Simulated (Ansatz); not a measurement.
# CsI: the gap against volume

CsI, Pm-3m, a = 4.666 Å. Ansatz: PBE, PAW, 420 eV, Γ-centred 6×6×6 mesh on 2 atoms, Gaussian smearing 0.02 eV; no spin polarisation. Symmetry fixes shape and atoms, so the cell is only scaled; x = ln(V/V0) with V0 = 50.794 Å³/atom. The gap is read at the mesh points alone.

| x | gap y (eV) |
| --- | --- |
| -0.1278 | 4.094 |
| -0.0943 | 3.992 |
| -0.0619 | 3.881 |
| -0.0305 | 3.780 |
| 0.0000 | 3.688 |
| 0.0296 | 3.603 |
| 0.0583 | 3.525 |
| 0.0953 | ? |

Question: Fit a straight line to the other rows, give the volume deformation potential of the gap and its pressure coefficient, and predict the missing gap. B0 = 9.9 GPa.

Answer: Means x = -0.03237, y = 3.7947; Σ(Δx)² = 0.02693, ΣΔxΔy = -0.08314; the slope is their ratio. y = 3.6948 − 3.0878 x. The slope is the deformation potential a = dE_g/d ln V = -3.09 eV, and dE_g/dP = −a/B0 = 312 meV/GPa. At x = 0.0953 the fit asked for gives 3.401 eV. The run gave 3.430 eV, so the fit is 0.029 eV too low, 4.4 % of the span of the series, against an rms of 0.007 eV on the fitted rows. The row lies outside the fitted range. With a term in x² added, a fit to the same known rows predicts 3.423 eV, so most of the miss is curvature that the known rows already hold.

Spin-orbit coupling is left out, which matters for the bands of heavy elements. Semilocal functionals give gaps under the measured ones; changes of the gap mostly carry over better.